**Estimating the levels of white tin by hand**

White tin has four valence electrons per atom, and their density alone fixes the energy scale. Spread evenly as a free-electron gas, they fill states up to E_F = (ħ²/2m)(3π²n)^(2/3), where n is four electrons per 27.65 Å³. This gives about 10 eV, and the LDA calculation puts the bottom of the valence levels 10.9 eV below the Fermi energy. Two magnitudes are worth remembering: filled valence states reach down about 10 eV, and the crystal splits certain pairs of levels by about 3 eV.

Kohn-Sham levels of white tin (space group I4_1/amd, 2 atoms per cell), computed with ABINIT 10.8.3 using the LDA and JTH PAW v2.0 datasets, without spin-orbit coupling. The plane-wave cutoff is 408.171 eV, the k mesh 5×5×5 and the Fermi-Dirac smearing 0.05 eV. Levels are counted from the Fermi energy and numbered outwards from it.

```csv
point a (reciprocal cell vector),point b (reciprocal cell vector),point c (reciprocal cell vector),level under 4 (eV),level under 3 (eV),level under 2 (eV),level under 1 (eV),level over 1 (eV),level over 2 (eV)
0.0000,0.0000,0.0000,-10.937,-3.756,-1.825,-1.825,3.234,6.149
0.4000,0.4000,0.0000,-21.002,-8.105,-8.056,-0.435,0.003,1.664
-0.2000,0.2000,0.2000,-20.946,-10.233,-5.922,-3.114,1.417,1.878
-0.2000,0.4000,0.2000,-8.778,-6.265,-3.276,-0.855,0.855,4.214
-0.2000,-0.2000,0.2000,-1.234,-0.547,-0.547,-0.361,3.126,n/a
-0.4000,0.4000,0.4000,-8.248,-7.316,-4.392,-3.436,5.180,5.209
-0.4000,-0.4000,0.4000,-6.822,-3.940,-3.940,-0.009,6.161,8.182
```

Each row is one k point, with coordinates point a, point b and point c, and each level is counted from the Fermi energy. A column does not follow one band, because the number of filled levels changes from point to point.

**Why free waves are a good start**

A valence electron in tin is strongly attracted near each nucleus, but its wave must also stay orthogonal to the core states, which costs kinetic energy there. The two effects largely cancel, which leaves a weak effective potential between and around the ions. This is the standard pseudopotential argument. The levels should therefore lie close to the kinetic energies of plane waves, folded back by the lattice.

For the tetragonal cell, first form x = b + c, y = a + c and z = a + b. A wave labelled by whole numbers (h, k, l) with an even sum then has the energy

E = Eₐ[(x + h)² + (y + k)²] + E_c(z + l)² − E_F,

with Eₐ = 4.35 eV, E_c = 14.69 eV and E_F = 10.05 eV. Nothing is fitted so far. Eₐ and E_c are (ħ²/2m)(2π/edge)² for cell edges of about 5.9 and 3.2 Å, so a step along the short edge costs over three times as much.

**Which waves split**

Two waves of equal energy behave like two equal pendulums joined by a spring: neither swings alone, and the joint motions differ in frequency. Here the joint states are standing waves, one with its charge on the atoms and the other with its charge between them. The likeness ends at the shifts, since a spring only stiffens one motion, whereas the two waves move apart by +V and −V.

The two atoms of the cell decide whether the spring exists. If the labels differ by (2, 0, 0) or (0, 2, 0), both atoms scatter in step and the pair splits. If they differ by (1, −1, 0) or (0, 0, 2), the atoms scatter half a turn out of step and cancel each other. Differences such as (1, 0, 1) lie in between: the atoms are a quarter turn out of step and cancel only in part, a coupling that the rule leaves out.

The numbers bear this out. At the third, fourth and sixth points the in-step pairs split by 2.8 to 3.0 eV, and half their mean gives the only fitted parameter, V = 1.45 eV. The seventh point was not used for V, and the levels that the rule places on opposite sides of such a split there, under 4 and under 3, lie 2.88 eV apart. The low pair at the second point, where the atoms cancel, is only 0.05 eV apart. The next pair there should cancel too, yet its levels are 0.44 eV apart; indirect coupling through other waves, which the rule leaves out, is a possible cause.

**Fourth point, worked in full**

The coordinates (−0.2, 0.4, 0.2) give x = 0.6, y = 0 and z = 0.2. The unshifted wave has 4.35 × 0.36 + 14.69 × 0.04 − 10.05 = −7.9 eV. The other low waves follow in the same way.

| waves (h, k, l) | free energy, eV | shift | estimate, eV |
|---|---|---|---|
| (0, 0, 0) | −7.9 | none | −7.9 |
| (−1, ±1, 0) | −4.4 | ∓V | −5.9 and −3.0 |
| (−2, 0, 0) | −0.9 | none | −0.9 |
| (−1, 0, −1) | 0.0 | none | 0.0 |
| (0, ±1, −1) | 5.3 | −V for the lower | 3.8 |

Matched to the computed levels in order of energy, all six estimates lie within 0.9 eV. The first and third lines of the table also differ by an in-step label, but those waves start about 7 eV apart. Their push on each other is then only about V² divided by that distance, or 0.3 eV, and the rule leaves it out. The splitting of the second line helped to set V, so that line is not an independent test; the positions of the other levels are.

**First point, outside the fit**

At the zone centre x = y = z = 0, and the unshifted wave lies at −E_F. Next come the four waves (±1, ±1, 0), all at 2Eₐ − E_F = −1.3 eV. They are coupled along both long axes, so their shifts add to −2V, 0, 0 and +2V.

The rule thus predicts a single level, a pair and another single level, which is the pattern computed. The pair comes out at −1.3 eV against −1.8 eV in the table. The upper single level is the weak spot: the estimate is 1.6 eV, the computed value 3.2 eV.

**How far to trust it**

Leaving out the fifth point, the root-mean-square error is 0.7 eV over the 34 valence levels. Without V it would be about 1.3 eV. The rule therefore gives the rough positions and spacing of levels, but it cannot say on which side of the Fermi energy a nearby level falls. At the second point even the calculation leaves this open, since one level lies only 0.003 eV above zero, well inside the smearing, and the k mesh that fixes the Fermi energy is coarse.

The lowest valence level shows a steady error. At the first, second, third, fourth and sixth points, the estimate is 0.9 to 1.0 eV too high. Repulsion by higher waves, which the rule ignores, would push this level down and is a likely cause, though it was not tested separately.

The fifth point marks the edge of the range. Two groups of four waves lie there only 1.4 eV apart, close to the Fermi energy, and they also couple to each other, which the rule leaves out. It puts four levels below zero, whereas the calculation has at least five. The error rises to about 1.5 eV, and even that figure rests on an inferred band count. At this point the rule gives the energy region but not the spacing of the levels.

The rule also does not apply to the levels near −21 eV at the second and third points. These are 4d states held tightly on the atoms, and they hardly change between the two points. Spin-orbit coupling, left out of the calculation, can shift or split tin p levels by tenths of an eV, so refining the rule beyond that would gain little.

A wide separation at a single point is not a band gap. At the sixth point the nearest levels lie 3.4 eV below and 5.2 eV above zero, yet elsewhere levels come right up to the Fermi energy. White tin is a metal, as its use in solder contacts requires. The printed analysis below gives the estimates and errors for every point.

Output of the analysis:

```
Plain free waves in eV from the Fermi energy (4d entries copied and not estimated):
   row    x    y     z  under 4  under 3  under 2  under 1   over 1   over 2
   0.0    0    0     0   -10.05   -1.344   -1.344   -1.344   -1.344     7.36
   0.4  0.4  0.4   0.8      -21   -7.198   -7.198  -0.2344  -0.2344   0.7429
  -0.2  0.4    0     0   -20.95   -9.352    -4.13    -4.13    1.093    2.834
  -0.2  0.6    0   0.2   -7.895   -4.413   -4.413  -0.9308  0.04648    5.269
  -0.2    0    0  -0.4  -0.4096  -0.4096    1.006    1.006  -0.4096  -0.4096
  -0.4  0.8    0     0   -7.263   -5.522   -5.522   -3.781    4.811    4.811
  -0.4    0    0  -0.8   -5.109   -5.109   -5.109  -0.6499    8.055    8.055
Estimates with V in eV (4d entries copied and not estimated):
   row  under 4  under 3  under 2  under 1   over 1  over 2
   0.0   -10.05   -4.251   -1.344   -1.344    1.563    7.36
   0.4      -21   -7.198   -7.198  -0.2344  -0.2344  0.7429
  -0.2   -20.95   -9.352   -5.583   -2.676    1.093   1.381
  -0.2   -7.895   -5.866   -2.959  -0.9308  0.04648   3.816
  -0.2   -1.863   -1.863    1.006    1.006    1.044   1.044
  -0.4   -7.263   -6.976   -4.069   -3.781    4.811   4.811
  -0.4   -6.563   -3.656   -3.656  -0.6499    5.148   8.055
Estimate with V less computed level in eV (4d entries left out of rms):
   row  under 4  under 3  under 2   under 1   over 1   over 2  rms plain  rms with V
   0.0   0.8882  -0.4952   0.4808    0.4808   -1.671    1.211      2.217      0.9795
   0.4        0   0.9069   0.8579    0.2006  -0.2374  -0.9211     0.7076      0.7076
  -0.2        0   0.8806   0.3389    0.4379  -0.3239  -0.4974      1.099      0.5356
  -0.2   0.8835   0.3988   0.3168  -0.07581  -0.8085  -0.3982      1.101      0.5565
  -0.2  -0.6291   -1.316    1.553     1.367   -2.082      n/a       1.87       1.466
  -0.4   0.9847   0.3401   0.3231   -0.3454  -0.3689  -0.3979     0.9898       0.517
  -0.4   0.2595   0.2845   0.2845   -0.6409   -1.013  -0.1273       1.27      0.5296
Ea, energy of one step along x or y, eV: 4.352
Ec, energy of one step along z, eV: 14.69
Free-electron Fermi energy, eV: 10.05
V from the pairs at points 3, 4 and 6, eV: 1.454
Smallest pair splitting at points 3, 4 and 6, eV: 2.808
Largest pair splitting at points 3, 4 and 6, eV: 2.989
Pair splitting at point 7, not used for V, eV: 2.882
Splitting of the low pair at point 2, eV: 0.049
Splitting of the upper pair at point 6, eV: 0.029
Rms miss of plain free waves over all valence entries, eV: 1.417
Rms miss with V over all valence entries, eV: 0.8099
Rms miss with V without point 5, eV: 0.6606
```
